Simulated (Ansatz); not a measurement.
**Ir: one input, then a changed one**

The structure comes from a relaxation in the same program, started in the hcp type. Whether it is a known phase or the ground state wasn't checked. The listed cell was then made from it by scaling, straining or moving an atom.

First run: DFT, PBE, all-electron PAW with datasets made for the crystal, scalar-relativistic (Ansatz 0.2.0).

Command: `ansatz run input.yaml --threads 1 --pin off --max-ram 2048MiB --backend cpu --events-out ev --progress --plain --runs-dir out` The run took 26 s on 1 thread of Arm Neoverse N1, on a shared host, peak memory 0.55 GiB.

```yaml
crystal:
  lattice:
    - [2.8024711884, 0.0, 0.0]
    - [-1.4012355942, 2.4270112425, 0.0]
    - [0.0, 0.0, 4.5389713024]
  atoms:
    - { symbol: Ir, position: [0.3333333333, 0.6666666667, 0.25] }
    - { symbol: Ir, position: [0.6666666667, 0.3333333333, 0.75] }
kpoints:
  mp_grid: { grid: [15, 15, 8] }
scf:
  occupations: { method: fermi_dirac, width: 0.03 }
hamiltonian:
  xc: pbe
  pseudopotentials: { kind: all_electron, datasets: crystal }
output:
  forces: true
  stress: true
  eigenvalues: true
  efg: { contact_densities: true }
```

Result: converged; pressure -17.26 GPa; no gap on the k mesh; 8 SCF iterations.

Spin–orbit coupling is left out, though it moves levels of the heavy atoms by tenths of an eV or more.

A second input differs as follows:

```diff
@@ -11,4 +11,6 @@
 scf:
   occupations: { method: fermi_dirac, width: 0.03 }
+  mixing: { algorithm: anderson, beta: 0.005, ndim: 1 }
+  max_iter: 75
 hamiltonian:
   xc: pbe
```

Problem. What is wrong with it, and what does the program do?

Solution. The fault is mixing far too weak. The run did not converge (75 SCF iterations). The log ends:
```
SCF iter  71: F=—  HF=-970052.500242 eV  |F-HF|=—  |Δ(HF+E_count)|=   5.43e-3  Δρ=9.17e-2  dr2=2.71e0  ethr=8.04e-3  ⟨swp⟩=2.0  Hψ=3554  notcnv=0
SCF iter  72: F=—  HF=-970052.494831 eV  |F-HF|=—  |Δ(HF+E_count)|=   5.41e-3  Δρ=9.13e-2  dr2=2.69e0  ethr=7.98e-3  ⟨swp⟩=2.0  Hψ=3487  notcnv=0
SCF iter  73: F=—  HF=-970052.489440 eV  |F-HF|=—  |Δ(HF+E_count)|=   5.39e-3  Δρ=9.09e-2  dr2=2.67e0  ethr=7.91e-3  ⟨swp⟩=2.0  Hψ=3662  notcnv=0
SCF iter  74: F=—  HF=-970052.484071 eV  |F-HF|=—  |Δ(HF+E_count)|=   5.37e-3  Δρ=9.06e-2  dr2=2.65e0  ethr=7.85e-3  ⟨swp⟩=2.0  Hψ=3577  notcnv=0
SCF iter  75: F=—  HF=-970052.478699 eV  |F-HF|=—  |Δ(HF+E_count)|=   5.37e-3  Δρ=9.02e-2  dr2=2.63e0  ethr=7.79e-3  ⟨swp⟩=2.0  Hψ=3512  notcnv=0
Error: did not converge after 75 iterations: dr2 = 2.63e0 (threshold 6.25e-8), under the density mixer `anderson`; raise `scf.max_iter`, which need not help a stalled SCF, or adjust the mixing (`scf.mixing`) or, under a smearing, its width (`scf.occupations.width`, in either direction: another width is another result); this SCF holds its density and magnetisation to the symmetry operations that it keeps, and cannot end on a state that breaks one of them: if the state sought breaks one, re-run with `crystal.symmetry.detect: false`, without `crystal.symmetry.time_reversal: true`, on a non-collinear deck whose state breaks time reversal, with `crystal.symmetry.time_reversal: false` beside it (there exact exchange or a DFT+U term alone can polarise the run; a magnetic state wants starting moments), where the deck allows it (that run may end on another state, and need not converge either); this run sums exchange and correlation on more points than the dense box has (`basis.xc_grid`), where a deck that converges on the dense box may not converge: try another level (where the key is left out runs that use forces, runs that use the stress, dielectric runs by a finite field, finite-displacement phonons, runs of phonons.displacement_patterns under a GGA or a meta-GGA, phonons by method: dfpt, dielectric runs by the response, runs on support functions, runs on PAW files under a meta-GGA or a hybrid on one, runs at kind: all_electron or under a hybrid on a GGA, runs under a text's formulas of a gradient, and runs on PAW files that evaluate rPW86 or Becke's exchange or LYP's correlation can take a finer level, which can go by the root key accuracy; a number is taken as typed), or, where it is served, `1`, the dense box, on which forces and the stress change with where the atoms sit on the grid; a lower level also moves a field's Born charges, by the response (dielectric, § Limitations, in the input reference) or by a finite field; under a meta-GGA, try another mixer (`scf.mixing.algorithm: broyden`); mind that the stability of the state on which such a run converges can go unchecked at the default of `scf.lower_state_search`; see `basis.xc_grid`, Limitations
```
